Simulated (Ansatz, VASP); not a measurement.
One calculation of Ge, two programs

```
CELL_PARAMETERS angstrom
2.71207 0.00000 0.00000
0.00000 2.71207 0.00000
0.00000 0.00000 2.71207
ATOMIC_POSITIONS crystal
Ge 0.00000 0.00000 0.00000
```

Alike in both runs: functional PBE; k mesh 13 × 13 × 13; occupations fermi-dirac, width 0.05 eV; no spin polarisation.

Ansatz relaxed the structure, and its values are those at the end. VASP's run is a single point on that final structure, the one shown.

|  | VASP | Ansatz |
| --- | --- | --- |
| version | VASP 6.6.1 | Ansatz 0.2.0 |
| potentials or method | VASP PAW PBE potentials, release 64 (Ge_d) | PAW with Ansatz's default frozen-core files, scalar-relativistic |
| plane-wave cutoff (eV) | 520 | 420 |
| valence electrons in the cell | 14 | 14 |

|  | VASP | Ansatz | Ansatz less VASP |
| --- | --- | --- | --- |
| pressure (GPa) | 0.0 | 0.0 | 0.00 |

With one functional, cell and mesh, what is left measures potentials, basis and numerics.
